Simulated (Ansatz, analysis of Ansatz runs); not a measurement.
# KZnF3 (Pm-3m), V_F hop (2.9 Å): does the barrier depend on the cell? (q = +1)

Aim: the barrier of one jump in KZnF3 (Pm-3m) (V_F hop (2.9 Å), charge +1) in cells of several sizes and samplings, and what each costs. The smallest model is a cell of 20 host atoms with 1 F taken out.

Method: plane-wave PAW DFT, PBEsol; nudged elastic band between two relaxed defect structures at fixed charge in a uniform background, in Ansatz 0.2.0.

### 1. Set-up

The cell holds 19 atoms: 4 K, 4 Zn and 11 F. Cell: a = 7.018 Å, b = 7.018 Å, c = 7.018 Å, α = 109.5°, β = 109.5°, γ = 109.5°. It derives from KZnF3 (space group Pm-3m). Nearest the centre at fractional (0.875, 0.375, 0.750): F9 at 1.29 Å, Zn6 at 1.50 Å, F17 at 2.38 Å, F18 at 2.38 Å, K2 at 2.52 Å, K3 at 2.53 Å, F11 at 3.04 Å, F10 at 3.11 Å. The cell carries charge +1.

The cell's shortest repeat is 7.0 Å.

### 2. The band in the smallest cell

In each cell both ends are relaxed first and a climbing-image band joins them. Strain fields of neighbouring copies, and their charges if any, can act otherwise on the top of the path than on its ends, so the barrier may drift with size.

Contents of qp1_c20k1s.neb/input.yaml:

```yaml
crystal:
  lattice:
    - [-4.0519145, 4.0519145, 4.0519145]
    - [4.0519145, -4.0519145, 4.0519145]
    - [4.0519145, 4.0519145, -4.0519145]
  atoms:
    - { symbol: K, position: [0.00473845, 0.00929292, 0.00515139] }
    - { symbol: K, position: [0.00472831, 0.50005468, 0.49593378] }
    - { symbol: K, position: [0.4959042, -0.00918773, 0.49599768] }
    - { symbol: K, position: [0.49554704, 0.49994491, 0.00525386] }
    - { symbol: Zn, position: [0.00028567, 6.113e-05, 0.50051528] }
    - { symbol: Zn, position: [0.01035009, 0.50007316, 0.0107422] }
    - { symbol: Zn, position: [0.50009081, -3.312e-05, 0.0004951] }
    - { symbol: Zn, position: [0.48988066, 0.50003786, 0.49033772] }
    - { symbol: F, position: [-0.01890422, 0.25674033, 0.7377896] }
    - { symbol: F, position: [-0.01925032, 0.74346185, 0.22498178] }
    - { symbol: F, position: [0.5194154, 0.2566674, 0.27604636] }
    - { symbol: F, position: [0.51894698, 0.74349505, 0.76325079] }
    - { symbol: F, position: [0.24999953, 0.00015144, 0.75063981] }
    - { symbol: F, position: [0.2500453, 0.50011048, 0.25062776] }
    - { symbol: F, position: [0.75010054, 1.371e-05, 0.25058291] }
    - { symbol: F, position: [0.27573899, 0.25635921, 0.51956206] }
    - { symbol: F, position: [0.22449483, 0.74387977, -0.0184107] }
    - { symbol: F, position: [0.73735242, 0.25628474, -0.01880376] }
    - { symbol: F, position: [0.76269266, 0.74385319, 0.51984653] }
total_charge: 1
basis:
  ecutwfc: 420
  xc_grid: 2
hamiltonian:
  xc: pbesol
kpoints:
  mp_grid: { grid: [1, 1, 1], shift: [0.25, 0.25, 0.25] }
scf:
  occupations: { method: fixed }
  max_iter: 100
output:
  forces: true
neb:
  images: 3
  f_tol: 0.04
  climbing: true
  initial_path: idpp
  max_iterations: 45
  order_check: false
  final_atoms:
    - { symbol: K, position: [0.0057991, -0.00832776, 0.00688018] }
    - { symbol: K, position: [0.00570255, 0.50069462, 0.49734532] }
    - { symbol: K, position: [0.49618963, -0.00876622, 0.49739814] }
    - { symbol: K, position: [0.51469924, 0.50060424, 0.0068512] }
    - { symbol: Zn, position: [0.00562639, -0.01395996, 0.49215512] }
    - { symbol: Zn, position: [0.00559728, 0.50608158, 0.01212355] }
    - { symbol: Zn, position: [0.50573392, -0.00393153, 0.00226948] }
    - { symbol: Zn, position: [0.50588095, 0.49606839, 0.50239318] }
    - { symbol: F, position: [-0.2377737, 0.4761168, 0.7387713] }
    - { symbol: F, position: [0.00455663, 0.74599609, 0.25114381] }
    - { symbol: F, position: [0.50528369, 0.2461478, 0.25184726] }
    - { symbol: F, position: [0.50604164, 0.74596174, 0.75256734] }
    - { symbol: F, position: [0.24915315, 0.01514048, 0.76473077] }
    - { symbol: F, position: [0.24904017, 0.47685701, 0.2263674] }
    - { symbol: F, position: [0.76217593, 0.01613028, 0.27878571] }
    - { symbol: F, position: [0.24932704, 0.25903651, 0.52150159] }
    - { symbol: F, position: [0.24931083, 0.7205498, -0.01714956] }
    - { symbol: F, position: [0.76185788, 0.23298817, -0.01721284] }
    - { symbol: F, position: [0.7620052, 0.77180288, 0.52160385] }
```

The run is started by

```bash
$ ansatz run input.yaml --threads 8 --pin off --max-ram 14131MiB --backend cpu --events-out ev --progress --plain --runs-dir out
```

Numbers of over 12 decimals in the logs are rounded to 6 here.

Log:

```text
[... repeated set-up lines and file paths are left out, and long positions are rounded to six places ...]
Warning: neb: disabling space-group detection — the band's intermediate images generally break the endpoint symmetry, so the full k-mesh is solved, and no spatial operation symmetrises the density, except that a semilocal band can use its path's symmetry [...]
Engine: ansatz 0.2.0, aarch64-unknown-linux-gnu
Pseudopotentials: kind: paw
Pseudopotential: K, paw, valence charge 9, recommended cutoff 420 eV (normal), K.paw.azcp
Pseudopotential: Zn, paw, valence charge 12, recommended cutoff 420 eV (normal), Zn.paw.azcp
Pseudopotential: F, paw, valence charge 7, recommended cutoff 420 eV (normal), F.paw.azcp
Functional definition: PBEsol
  exchange = pbesol_x
  correlation = pbesol_c
parallel-image band execution: 3 concurrent image workers
NEB image 0
Crystal: 19 atoms, lattice volume = 266.098 Å³
Basis set: ecut = 420 eV, 5233 PW (Γ), exchange–correlation on 96×96×96 points (8 copies of the dense FFT grid, shifted against one another)
Bands: 99, of which v1, the nominal top of the filled ones, is band 80 counted from 1 (79 counted from 0)
Symmetry: 1 space group operations
k-points: 1
Non-local potential: K, projectors of the file, l = 0: 3, l = 1: 2, l = 2: 2
Non-local potential: Zn, projectors of the file, l = 0: 2, l = 1: 2, l = 2: 3, l = 3: 1
Non-local potential: F, projectors of the file, l = 0: 2, l = 1: 2, l = 2: 1
PAW form: soft (Blöchl's): semilocal exchange-correlation on the pseudo side does not see the compensation charge
PAW frozen core: K, regenerated for the run's functional, and the local potential with it (the file was generated under x = pbe(κ = 0.804, μ = 0.219515), c = pbe(β = 0.066725))
PAW frozen core: Zn, regenerated for the run's functional, and the local potential with it (the file was generated under x = pbe(κ = 0.804, μ = 0.219515), c = pbe(β = 0.066725))
PAW frozen core: F, regenerated for the run's functional, and the local potential with it (the file was generated under x = pbe(κ = 0.804, μ = 0.219515), c = pbe(β = 0.066725))
PAW one-centre angular grid: K, 110 points (default); XC on 64 Gauss nodes
PAW one-centre angular grid: Zn, 590 points (default); XC on 64 Gauss nodes
PAW one-centre angular grid: F, 110 points (default); XC on 64 Gauss nodes
Initial density: superposition of atomic densities (neutral atoms scaled as one to the charged cell's electrons: chi_scale 0, normalization atom), corrected by the library's trained network
Initial wavefunctions: pseudopotential atomic-orbital guess
Functional: x = pbesol(κ = 0.804, μ = 0.123457), c = pbesol(β = 0.046)
SCF iter   1: F=—  HF=-28014.961868 eV  |F-HF|=—  |Δ(HF+E_count)|=         —  Δρ=1.70e-2  dr2=5.65e-1  ethr=1.77e-3  ⟨swp⟩=5.0  Hψ=339  notcnv=0  defer=15
[...]
E_ewald      = -11173.737799
  E_core_change = 4.087829  (= ΣΔE_core)
  E_smearing   = -0.000000  (= −TS)
  E_closure    = 0.000000  (closes the sum)
  E_deformation_potential = 13.262981  (in the stress; not in F)
  Σ components = -28014.336820   (vs F -28014.336820, Δ=0.00e0)
--- Forces (eV/Å), atoms counted from 1 ---
  atom   1  K      0.00374438     0.00259879    -0.00104958
  atom   2  K      0.01072655     0.01064996    -0.01737632
  atom   3  K      0.00171150     0.00151849     0.00253284
  atom   4  K      0.00275221     0.00354322    -0.00127050
  atom   5  Zn     0.01237470     0.00368314     0.00159259
  atom   6  Zn     0.00035601    -0.00065642     0.00723046
  atom   7  Zn     0.00887944     0.00752667    -0.00177093
  atom   8  Zn     0.00377997     0.01173336     0.00184827
[...]
atom  16  F     -0.00382346    -0.00127102    -0.00034547
  atom  17  F     -0.00308102    -0.00268430     0.01005425
  atom  18  F     -0.00496705    -0.00490297    -0.01681093
  atom  19  F     -0.00133528    -0.00399718     0.00038315
  max |Σ_I F_I| component: 1.87e-4 eV/Å
--- Band table (eV) ---
  k-point 0: bands = ["-22.9154", "-22.9151", "-22.6022", "-22.5981", [... 91 left out ...] "14.1569", "14.2302", "14.5363", "14.5833"]
this run last wrote the band of iteration 6 to <dir>
--- NEB band (5 images, 6 band iterations, 180 SCF iterations) ---
  forward barrier  = 0.421729 eV
  backward barrier = 0.421658 eV
  climbing image's point = of an order that was not read
  energies are F+E_penalty+E_count in eV, relative to image 0
  image     s (Å)  Δ vs image 0  max|band force component| (eV/Å)
      0    0.0000      0.000000                                 —
      1    0.6985      0.203758                          3.297e-2
  *   2    1.3969      0.421729                          2.066e-2
      3    2.0921      0.205783                          3.247e-2
      4    2.7873      0.000071                                 —
  climbing-image geometry (image 2):
  cell:  # Å, volume = 266.0975 Å³
    - [-4.0519145, 4.0519145, 4.0519145]
    - [4.0519145, -4.0519145, 4.0519145]
    - [4.0519145, 4.0519145, -4.0519145]
  atoms:
    - { symbol: K, position: [0.006825, 0.001801, 0.008955] }
    - { symbol: K, position: [0.012874, 0.508093, 0.490390] }
    - { symbol: K, position: [0.482542, -0.022252, 0.491081] }
    - { symbol: K, position: [0.506556, 0.501980, 0.008938] }
    - { symbol: Zn, position: [0.002605, -0.012226, 0.490908] }
    - { symbol: Zn, position: [0.008788, 0.503987, 0.013354] }
    - { symbol: Zn, position: [0.508045, 0.003215, 0.011654] }
    - { symbol: Zn, position: [0.492600, 0.497826, 0.490946] }
    - { symbol: F, position: [-0.151511, 0.343621, 0.692544] }
    - { symbol: F, position: [-0.012446, 0.742098, 0.230316] }
    - { symbol: F, position: [0.505990, 0.258502, 0.264585] }
    - { symbol: F, position: [0.518013, 0.739771, 0.758511] }
    - { symbol: F, position: [0.244552, 0.013225, 0.758423] }
    - { symbol: F, position: [0.246957, 0.483014, 0.230528] }
    - { symbol: F, position: [0.763255, 0.001244, 0.264718] }
    - { symbol: F, position: [0.264942, 0.260107, 0.525496] }
    - { symbol: F, position: [0.262665, 0.757938, 0.009355] }
    - { symbol: F, position: [0.751004, 0.246171, 0.009170] }
    - { symbol: F, position: [0.764926, 0.760110, 0.525582] }
[key lines of the parts left out:]
SCF converged after 7 iterations
Free energy (F): -28014.336820 eV
Fermi energy:    2.950362 eV
```

Wall time 27 s (8 threads of Arm Neoverse N1, shared host); peak memory 0.95 GiB; 2.6 min of CPU time.

Images along the path:

```tsv
image	path (Å)	energy (eV)	F9: x, y, z (Å)
0	0.000	0.0000	4.106, 1.873, -2.026
1	0.698	0.2038	4.380, 1.318, -2.029
2	1.397	0.4217	4.812, 0.800, -2.028
3	2.092	0.2058	5.331, 0.372, -2.029
4	2.787	0.0001	5.886, 0.101, -2.028
```

### 3. The series

The other cells are run alike, on 8 threads of Arm Neoverse N1, shared host.

```tsv
host atoms	shortest repeat (Å)	k-points	forward (eV)	backward (eV)	hop length (Å)	iterations	time of the band	peak memory (GiB)
20	7.0	one point at (¼, ¼, ¼)	0.422	0.422	2.51	6	27 s	0.9
40	8.1	one point at (¼, ¼, ¼)	0.353	0.353	2.55	6	2 min	2.2
80	11.5	one point at (¼, ¼, ¼)	0.307	0.307	2.56	7	11 min	6.6
```

Energies along each band (eV from the start):

```tsv
host atoms	k-points	energies
20	one point at (¼, ¼, ¼)	0.000, 0.204, 0.422, 0.206, 0.000
40	one point at (¼, ¼, ¼)	0.000, 0.157, 0.353, 0.159, 0.000
80	one point at (¼, ¼, ¼)	0.000, 0.133, 0.307, 0.135, 0.000
```

### 4. Results

| Property | Result |
| --- | --- |
| barrier, 20 atoms, one point at (¼, ¼, ¼) | 0.422 eV |
| barrier, 40 atoms, one point at (¼, ¼, ¼) | 0.353 eV |
| barrier, 80 atoms, one point at (¼, ¼, ¼) | 0.307 eV |

What this shows: The largest cell gives a barrier of 0.31 eV and the first set-up 0.42 eV; over the series the values spread by 0.11 eV. The last two differ by 0.046 eV, so the series has not settled. From 40 atoms on it stays within 0.05 eV of the last value, at 19 % of the last band's time. One k-point samples cells of unlike shape differently, so the spread mixes size with sampling. The time of one iteration grows about as the number of atoms to the power 2.2, on shared hosts. No image-charge correction is applied. The order of the top as a saddle was not checked for all atoms, so a bent path could be lower. Keep in mind: one k-point off the zone centre stands for the whole zone.

[Logs are printed without paths, hosts, clocks, repeated set-up lines and the standing remarks that a program may print on its own settings, such as how far it seeks lower states.]

[Hosts, paths, dates, database ids (printed as entryN), source tags and the programs' standing remarks are cut or masked in the printed files.]
